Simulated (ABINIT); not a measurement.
TiTe2:

```xyz
3
Lattice="3.7770 0.0000 0.0000 -1.8885 3.2710 0.0000 0.0000 0.0000 6.4980" Properties=species:S:1:pos:R:3 pbc="T T T"
Te    0.0000    2.1807    4.7903
Te    1.8885    1.0903    1.7077
Ti    0.0000    0.0000    0.0000
```

Base run:

| Property | Result |
| --- | --- |
| Program | ABINIT 10.8.3 (patched build) |
| Functional | LDA |
| Potentials or basis | JTH PAW LDA v2.0 |
| Cutoff | 408 eV |
| k mesh | 8 × 8 × 4 |
| Occupations | fermi-dirac, width 0.05 eV |
| Spin | no spin polarisation |

Its results: band gap on the k mesh none (metal or under the smearing width); pressure -3.9 GPa; largest force 0.285 eV/Å.

Problem. After a change of settings the same cell gave: band gap on the k mesh none (metal or under the smearing width); pressure -3.5 GPa; largest force 0.365 eV/Å. Which change was it?
A. functional from LDA to PBEsol; potentials or basis from JTH PAW LDA v2.0 to JTH PAW PBE v2.0
B. functional from LDA to RPBE; potentials or basis from JTH PAW LDA v2.0 to JTH PAW PBE v2.0
C. functional from LDA to rPW86PBE; potentials or basis from JTH PAW LDA v2.0 to JTH PAW PBE v2.0
D. k mesh from 8 × 8 × 4 to 3 × 3 × 2

Solution. D.

Caveats: some runs use coarse meshes.

Not every run made on this cell is shown here.
